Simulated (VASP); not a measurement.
# Na in VASP: a series of runs

One slab, Na, is run at these levels: PBE; tasks: single point.

Everything below comes from runs of VASP 6.6.1. Logs are shortened: lines on timing, memory, paths and dates and some standing lists are left out, and cuts for length are marked.

## 1. The slab as given

The cell holds a slab with vacuum, 6 atoms: a = 4.235 Å, b = 4.235 Å, c = 25.588 Å, α = 90.00°, β = 90.00°, γ = 90.00°.

The slab is cut from a database's or a generator's crystal, which needn't be the stable form of the element.

## 2. Single point, PBE

INCAR reads:

```
SYSTEM = Na
PREC     = Accurate       ! precision mode
ENCUT    = 600            ! plane-wave cutoff, eV
EDIFF    = 1E-6           ! SCF threshold, eV
ISMEAR   = -1             ! smearing method
SIGMA    = 0.05           ! smearing width, eV
LREAL    = .False.        ! projectors in reciprocal space
LASPH    = .True.         ! aspherical terms in the spheres
NELM     = 60             ! most SCF steps
ALGO     = Fast           ! electronic algorithm
ISIF     = 2              ! what is computed and relaxed
LWAVE    = .False.        ! write WAVECAR
LCHARG   = .False.        ! write CHGCAR
LDIPOL   = .True.       
IDIPOL   = 3            
DIPOL    = 0.5 0.5 0.500
GGA      = PE             ! functional
NBANDS   = 30             ! bands
```

KPOINTS reads:

```
Automatic mesh
0
Gamma
  5 5 1
  0 0 0
```

POSCAR reads:

```
Na
1.0
    4.2350000000      0.0000000000      0.0000000000
    0.0000000000      4.2350000000      0.0000000000
    0.0000000000      0.0000000000     25.5875000000
Na
6
Direct
    0.5000000000      0.5000000000      0.2931118710
    0.0000000000      0.0000000000      0.3758671226
    0.5000000000      0.5000000000      0.4586223742
    0.0000000000      0.0000000000      0.5413776258
    0.5000000000      0.5000000000      0.6241328774
    0.0000000000      0.0000000000      0.7068881290
```

Potentials or basis: VASP PAW PBE potentials, release 64 (Na_pv).

Command:

```bash
> cat potpaw_PBE.64/Na_pv/POTCAR > POTCAR
> mpirun -np 1 vasp_std > vasp.out
```

OUTCAR:

```text
SYSTEM = Na
   PREC = Accurate
   ENCUT = 600
   EDIFF = 1E-6
   ISMEAR = -1
   LREAL = .False.
   LASPH = .True.
   NELM = 60
   ISIF = 2
   GGA = PE

 ion  position               nearest neighbor table
   1  0.500  0.500  0.293-
   2  0.000  0.000  0.376-
   3  0.500  0.500  0.459-
   4  0.000  0.000  0.541-
   5  0.500  0.500  0.624-
   6  0.000  0.000  0.707-

  LATTYP: Found a simple tetragonal cell.
 ALAT       =     4.2350000000
 C/A-ratio  =     6.0419126328

  Lattice vectors:

 A1 = (   4.2350000000,   0.0000000000,   0.0000000000)
 A2 = (   0.0000000000,   4.2350000000,   0.0000000000)
 A3 = (   0.0000000000,   0.0000000000,  25.5875000000)

Analysis of symmetry for initial positions (statically):
=====================================================================
 Subroutine PRICEL returns:
 Original cell was already a primitive cell.

 Routine SETGRP: Setting up the symmetry group for a
 simple tetragonal supercell.

 Subroutine GETGRP returns: Found 16 space group operations
 (whereof  8 operations were pure point group operations)
 out of a pool of 16 trial point group operations.

The static configuration has the point symmetry C_4v.
 The point group associated with its full space group is D_4h.

Analysis of symmetry for dynamics (positions and initial velocities):
=====================================================================
 Subroutine PRICEL returns:
 Original cell was already a primitive cell.

 Routine SETGRP: Setting up the symmetry group for a
 simple tetragonal supercell.

 Subroutine GETGRP returns: Found 16 space group operations
 (whereof  8 operations were pure point group operations)
 out of a pool of 16 trial point group operations.

The dynamic configuration has the point symmetry C_4v.
 The point group associated with its full space group is D_4h.

 Subroutine INISYM returns: Found 16 space group operations
 (whereof  8 operations are pure point group operations),
 and found     1 'primitive' translations

----------------------------------------------------------------------------------------

                                     Primitive cell

  volume of cell :     458.9176

  direct lattice vectors                    reciprocal lattice vectors
     4.235000000  0.000000000  0.000000000     0.236127509  0.000000000  0.000000000
     0.000000000  4.235000000  0.000000000     0.000000000  0.236127509  0.000000000
     0.000000000  0.000000000 25.587500000     0.000000000  0.000000000  0.039081583

  length of vectors
     4.235000000  4.235000000 25.587500000     0.236127509  0.236127509  0.039081583

  position of ions in fractional coordinates (direct lattice)
     0.500000000  0.500000000  0.293111871
     0.000000000  0.000000000  0.375867123
     0.500000000  0.500000000  0.458622374
     0.000000000  0.000000000  0.541377626
     0.500000000  0.500000000  0.624132877
     0.000000000  0.000000000  0.706888129

  ion indices of the primitive-cell ions
   primitive index   ion index
                 1           1
                 2           2
                 3           3
                 4           4
                 5           5
                 6           6

----------------------------------------------------------------------------------------

 KPOINTS: Automatic mesh

Automatic generation of k-mesh.
 Grid dimensions read from file:
 generate k-points for:    5    5    1

 Generating k-lattice:

  Cartesian coordinates                     Fractional coordinates (reciprocal lattice)
     0.047225502  0.000000000  0.000000000     0.200000000  0.000000000  0.000000000
     0.000000000  0.047225502  0.000000000     0.000000000  0.200000000  0.000000000
     0.000000000  0.000000000  0.039081583     0.000000000  0.000000000  1.000000000

  Length of vectors
     0.047225502  0.047225502  0.039081583

  Shift w.r.t. Gamma in fractional coordinates (k-lattice)
     0.000000000  0.000000000  0.000000000

 Subroutine IBZKPT returns following result:
 ===========================================

 Found      6 irreducible k-points:

 Following reciprocal coordinates:
            Coordinates               Weight
  0.000000  0.000000  0.000000      1.000000
  0.200000  0.000000  0.000000      4.000000
  0.400000  0.000000  0.000000      4.000000
  0.200000  0.200000  0.000000      4.000000
  0.400000  0.200000  0.000000      8.000000
  0.400000  0.400000  0.000000      4.000000
   k-points           NKPTS =      6   k-points in BZ     NKDIM =      6   number of bands    NBANDS=     30
   number of dos      NEDOS =    301   number of ions     NIONS =      6
   total plane-waves  NPLWV = 272160
   dimension x,y,z NGX =    36 NGY =   36 NGZ =  210
   dimension x,y,z NGXF=    72 NGYF=   72 NGZF=  420
   ions per type =               6
   NGX,Y,Z   is equivalent  to a cutoff of  14.13, 14.13, 13.64 a.u.
   NGXF,Y,Z  is equivalent  to a cutoff of  28.26, 28.26, 27.29 a.u.
 SYSTEM =  Na
   PREC   = accura    normal or accurate (medium, high low for compatibility)
   ISTART =      0    job   : 0-new  1-cont  2-samecut
   ICHARG =      2    charge: 1-file 2-atom 10-const
   ISPIN  =      1    spin polarized calculation?
   LNONCOLLINEAR =      F non collinear calculations
   LSORBIT =      F    spin-orbit coupling
   LASPH  =      T    aspherical Exc in radial PAW
   ENCUT  =  600.0 eV  44.10 Ry    6.64 a.u.   8.46  8.46 51.10*2*pi/ulx,y,z
   NELM   =     60;   NELMIN=  2; NELMDL= -5     # of ELM steps
   EDIFF  = 0.1E-05   stopping-criterion for ELM
   LREAL  =      F    real-space projection
   EDIFFG = 0.1E-04   stopping-criterion for IOM
   NSW    =      0    number of steps for IOM
   IBRION =     -1    ionic relax: 0-MD 1-quasi-New 2-CG
   NFREE  =      0    steps in history (QN), initial steepest desc. (CG)
   ISIF   =      2    stress and relaxation
   ISYM   =      2    0-nonsym 1-usesym 2-fastsym
   POTIM  = 0.5000    time-step for ionic-motion
   TEBEG  =    0.0;   TEEND  =   0.0 temperature during run
   PSTRESS=    0.0 pullay stress
   NELECT =      42.0000    total number of electrons
   NUPDOWN=      -1.0000    fix difference up-down
   EMIN   =  10.00;   EMAX   =-10.00  energy-range for DOS
   EFERMI =   0.00;   METHOD = LEGACY
   ISMEAR =    -1;   SIGMA  =   0.05  broadening in eV -4-tet -1-fermi 0-gaus
   EFERMI_NEDOS =   21; number of points for ismear=-14 and -15
   IALGO  =     68    algorithm
   IMIX   =      4    mixing-type and parameters
     AMIX     =   0.40;   BMIX     =  1.00
     AMIX_MAG =   1.60;   BMIX_MAG =  1.00
  volume/ion in A,a.u.               =      76.49       516.15
  Fermi-wavevector in a.u.,A,eV,Ry     =   0.737756  1.394158  7.405442  0.544285
  Thomas-Fermi vector in A             =   1.831515
   LORBIT       =      0    0 simple, 1 ext, 2 COOP (PROOUT), +10 PAW based schemes
   GGA     = PE    functional components
   LHFCALC =     F    Hartree Fock is set to
   AEXX    =    0.0000 exact exchange contribution
   IVDW    =     0    specifies the selected vdW correction
   LEPSILON=     F    determine dielectric tensor
   LRPA    =     F    only Hartree local field effects (RPA)
 non-spin polarized calculation
 RMM-DIIS sequential band-by-band and
  energy-cutoff  :      600.00
  volume of cell :      458.92
 maximum number of plane-waves:     15361
 NGX is ok and might be reduce to    36
   NGX = 17   NGY = 17   NGZ =103

 dipolmoment           0.000000      0.000000     -0.000000 electrons x Angstroem

 number of electron      41.9999969 magnetization

 dipolmoment           0.000000      0.000000      0.000000 electrons x Angstroem

 Free energy of the ion-electron system (eV)
  ---------------------------------------------------
  ext. energy  EPLUGINS =         0.00000000
  ---------------------------------------------------
  free energy    TOTEN  =        -7.31533353 eV

  energy without entropy =       -7.26804166  energy(sigma->0) =       -7.29168759

 E-fermi :  -1.1893     XC(G=0):  -3.8277

 val. band max:       -1.1965920836   @ k =   0.2000   0.2000   0.0000
 cond. band min:      -1.0872591417   @ k =   0.4000   0.4000   0.0000
 fundamental gap:      0.1093329419
 Fermi energy:        -1.1893499349

 k-point     1 :       0.0000    0.0000    0.0000
  band No.  band energies     occupation
      1     -26.4838      2.00000
      2     -26.4838      2.00000
      3     -26.4640      2.00000
      4     -26.4640      2.00000
      5     -26.4640      2.00000
      6     -26.4640      2.00000
[... 22 lines left out ...]
     29       3.7582      0.00000
     30       3.7584      0.00000

 k-point     2 :       0.2000    0.0000    0.0000
  band No.  band energies     occupation
      1     -26.4837      2.00000
      2     -26.4837      2.00000
      3     -26.4657      2.00000
      4     -26.4657      2.00000
      5     -26.4639      2.00000
      6     -26.4639      2.00000
[... 22 lines left out ...]
     29       2.3550      0.00000
     30       2.3692      0.00000

 k-point     3 :       0.4000    0.0000    0.0000
  band No.  band energies     occupation
      1     -26.4835      2.00000
      2     -26.4835      2.00000
      3     -26.4683      2.00000
      4     -26.4683      2.00000
      5     -26.4636      2.00000
      6     -26.4636      2.00000
[... 22 lines left out ...]
     29       2.2225      0.00000
     30       2.4011      0.00000

 k-point     4 :       0.2000    0.2000    0.0000
  band No.  band energies     occupation
      1     -26.4835      2.00000
      2     -26.4835      2.00000
      3     -26.4655      2.00000
      4     -26.4655      2.00000
      5     -26.4655      2.00000
      6     -26.4655      2.00000
[... 22 lines left out ...]
     29       2.2399      0.00000
     30       2.3668      0.00000

 k-point     5 :       0.4000    0.2000    0.0000
  band No.  band energies     occupation
      1     -26.4833      2.00000
      2     -26.4833      2.00000
      3     -26.4681      2.00000
      4     -26.4681      2.00000
      5     -26.4652      2.00000
      6     -26.4652      2.00000
[... 22 lines left out ...]
     29       2.3731      0.00000
     30       2.5967      0.00000

 k-point     6 :       0.4000    0.4000    0.0000
  band No.  band energies     occupation
      1     -26.4830      2.00000
      2     -26.4830      2.00000
      3     -26.4679      2.00000
      4     -26.4679      2.00000
      5     -26.4679      2.00000
      6     -26.4679      2.00000
[... 22 lines left out ...]
     29       1.7052      0.00000
     30       1.8644      0.00000

------------------------ aborting loop because EDIFF is reached ----------------------------------------

 vacuum level on the upper side and lower side of the slab       (xc-potential included)        -0.190        -0.190

  FORCE on cell =-STRESS in cart. coord.  units (eV):
  Direction    XX          YY          ZZ          XY          YZ          ZX
  --------------------------------------------------------------------------------------
  -------------------------------------------------------------------------------------
  Total       -1.0759578     -1.0759578      0.3156498      0.0000000      0.0000000      0.0000000
  in kB       -3.7563940     -3.7563940      1.1019997      0.0000000      0.0000000      0.0000000
  external PRESSURE =      -2.1369294 kB  Pullay stress =       0.0000000 kB

 VOLUME and BASIS-vectors are now :
 -----------------------------------------------------------------------------
  energy-cutoff  :      600.00
  volume of cell :      458.92
      direct lattice vectors                 reciprocal lattice vectors
     4.235000000  0.000000000  0.000000000     0.236127509  0.000000000  0.000000000
     0.000000000  4.235000000  0.000000000     0.000000000  0.236127509  0.000000000
     0.000000000  0.000000000 25.587500000     0.000000000  0.000000000  0.039081583

 POSITION                                       TOTAL-FORCE (eV/Angst)
 -----------------------------------------------------------------------------------
      2.11750      2.11750      7.50000         0.000000      0.000000     -0.041964
      0.00000      0.00000      9.61750         0.000000     -0.000000      0.000935
      2.11750      2.11750     11.73500         0.000000      0.000000      0.051595
      0.00000      0.00000     13.85250         0.000000     -0.000000     -0.051595
      2.11750      2.11750     15.97000        -0.000000     -0.000000     -0.000935
      0.00000      0.00000     18.08750         0.000000     -0.000000      0.041964
 -----------------------------------------------------------------------------------
    total drift:                                0.000000      0.000000      0.000000

  FREE ENERGIE OF THE ION-ELECTRON SYSTEM (eV)
  ---------------------------------------------------
  free  energy   TOTEN  =        -7.3153335251 eV

  energy  without entropy=       -7.2680416564  energy(sigma->0) =       -7.29168759

 vacuum level on the upper side and lower side of the slab         1.413         1.413
```

Wall time 2.7 min (1 thread of Intel Xeon Platinum 8259CL at 2.50GHz (Skylake/Cascade Lake), shared host); peak memory 0.55 GiB.

What came out:

```
Free energy            : -7.3153 eV
Largest force          : 0.052 eV/Å
Band gap on the k mesh : none (metal or under the smearing width)
```

Forces on the atoms (eV/Å):
```
Na   0.000  0.000 -0.042
Na   0.000  0.000  0.001
Na   0.000  0.000  0.052
Na   0.000  0.000 -0.052
Na   0.000  0.000 -0.001
Na   0.000  0.000  0.042
```

## 3. Single point, PBE

INCAR: that of step 2 with these lines changed.

```diff
@@ -17,2 +17,2 @@
 GGA      = PE             ! functional
-NBANDS   = 30             ! bands
+NBANDS   = 12             ! bands
```

KPOINTS is that of step 2.

POSCAR is that of step 2.

Potentials or basis: VASP PAW PBE potentials, release 64 (Na).

Command:

```bash
> cat potpaw_PBE.64/Na/POTCAR > POTCAR
> mpirun -np 1 vasp_std > vasp.out
```

OUTCAR:

```text
SYSTEM = Na
   PREC = Accurate
   ENCUT = 600
   EDIFF = 1E-6
   ISMEAR = -1
   LREAL = .False.
   LASPH = .True.
   NELM = 60
   ISIF = 2
   GGA = PE

 ion  position               nearest neighbor table
   1  0.500  0.500  0.293-   2 3.67   2 3.67   2 3.67   2 3.67
   2  0.000  0.000  0.376-   1 3.67   3 3.67   1 3.67   3 3.67   1 3.67   3 3.67   1 3.67   3 3.67

   3  0.500  0.500  0.459-   2 3.67   2 3.67   2 3.67   2 3.67   4 3.67   4 3.67   4 3.67   4 3.67

   4  0.000  0.000  0.541-   5 3.67   5 3.67   5 3.67   5 3.67   3 3.67   3 3.67   3 3.67   3 3.67

   5  0.500  0.500  0.624-   4 3.67   6 3.67   4 3.67   6 3.67   4 3.67   6 3.67   4 3.67   6 3.67

   6  0.000  0.000  0.707-   5 3.67   5 3.67   5 3.67   5 3.67

  LATTYP: Found a simple tetragonal cell.
[... 286 lines left out ...]
  in kB       -3.8467482     -3.8467482      1.0513757      0.0000000      0.0000000      0.0000000
  external PRESSURE =      -2.2140402 kB  Pullay stress =       0.0000000 kB

 VOLUME and BASIS-vectors are now :
 -----------------------------------------------------------------------------
  energy-cutoff  :      600.00
  volume of cell :      458.92
      direct lattice vectors                 reciprocal lattice vectors
     4.235000000  0.000000000  0.000000000     0.236127509  0.000000000  0.000000000
     0.000000000  4.235000000  0.000000000     0.000000000  0.236127509  0.000000000
     0.000000000  0.000000000 25.587500000     0.000000000  0.000000000  0.039081583

 POSITION                                       TOTAL-FORCE (eV/Angst)
 -----------------------------------------------------------------------------------
      2.11750      2.11750      7.50000         0.000000     -0.000000     -0.039183
      0.00000      0.00000      9.61750         0.000000      0.000000      0.001334
      2.11750      2.11750     11.73500         0.000000     -0.000000      0.051607
      0.00000      0.00000     13.85250        -0.000000      0.000000     -0.051607
      2.11750      2.11750     15.97000         0.000000     -0.000000     -0.001334
      0.00000      0.00000     18.08750         0.000000      0.000000      0.039183
 -----------------------------------------------------------------------------------
    total drift:                                0.000000     -0.000000      0.000000

  FREE ENERGIE OF THE ION-ELECTRON SYSTEM (eV)
  ---------------------------------------------------
  free  energy   TOTEN  =        -7.2869075898 eV

  energy  without entropy=       -7.2396365210  energy(sigma->0) =       -7.26327206

 vacuum level on the upper side and lower side of the slab         1.547         1.547
```

stdout:

```text
POSCAR found type information on POSCAR Na
 POSCAR found :  1 types and       6 ions
 scaLAPACK will be used
 LDA part: xc-table for (Slater+PW92), standard interpolation
 POSCAR, INCAR and KPOINTS ok, starting setup
 FFT: planning ... GRIDC
 FFT: planning ... GRID_SOFT
 FFT: planning ... GRID
 WAVECAR not read
 entering main loop
```

Run time: 77 s. Hardware: 1 thread of Intel Xeon Platinum 8259CL at 2.50GHz (Skylake/Cascade Lake), shared host; peak memory 0.54 GiB.

Results:

```yaml
Free_energy: -7.2869 eV
Largest_force: 0.052 eV/Å
Band_gap_on_the_k_mesh: none (metal or under the smearing width)
```

Forces in eV/Å, atoms in the order of the input:
```
Na   0.000  0.000 -0.039
Na   0.000  0.000  0.001
Na   0.000  0.000  0.052
Na   0.000  0.000 -0.052
Na   0.000  0.000 -0.001
Na   0.000  0.000  0.039
```

Levels at points of the mesh, in eV from the Fermi level:
| k point | band 2 | band 3 | band 4 | band 5 | band 6 | band 7 |
| --- | --- | --- | --- | --- | --- | --- |
| (0.00, 0.00, 0.00) | -2.57 | -1.71 | -0.67 | 0.43 | 1.48 | 2.26 |

## 4. Single point, PBE

INCAR: that of step 3 with these lines changed.

```diff
@@ -17,2 +17,2 @@
 GGA      = PE             ! functional
-NBANDS   = 12             ! bands
+NBANDS   = 30             ! bands
```

KPOINTS is that of step 3.

POSCAR is that of step 3.

Potentials or basis: VASP PAW PBE potentials, release 64 (Na_pv).

Command:

```bash
> cat potpaw_PBE.64/Na_pv/POTCAR > POTCAR
> mpirun -np 1 vasp_std > vasp.out
```

It took 3.1 min on 1 thread of Intel Xeon Platinum 8259CL at 2.50GHz (Skylake/Cascade Lake), shared host; peak memory 0.55 GiB.

It converged, with:

| Item | Value |
| --- | --- |
| Free energy | -7.3153 eV |
| Largest force | 0.052 eV/Å |
| Band gap on the k mesh | none (metal or under the smearing width) |

Forces in eV/Å, atoms in the order of the input:
```
Na   0.000  0.000 -0.042
Na   0.000  0.000  0.001
Na   0.000  0.000  0.052
Na   0.000  0.000 -0.052
Na   0.000  0.000 -0.001
Na   0.000  0.000  0.042
```

Levels at points of the mesh, in eV from the Fermi level:
```
           k point  band 20  band 21  band 22  band 23  band 24  band 25
(0.00, 0.00, 0.00)    -2.57    -1.71    -0.67     0.43     1.47     2.25
```
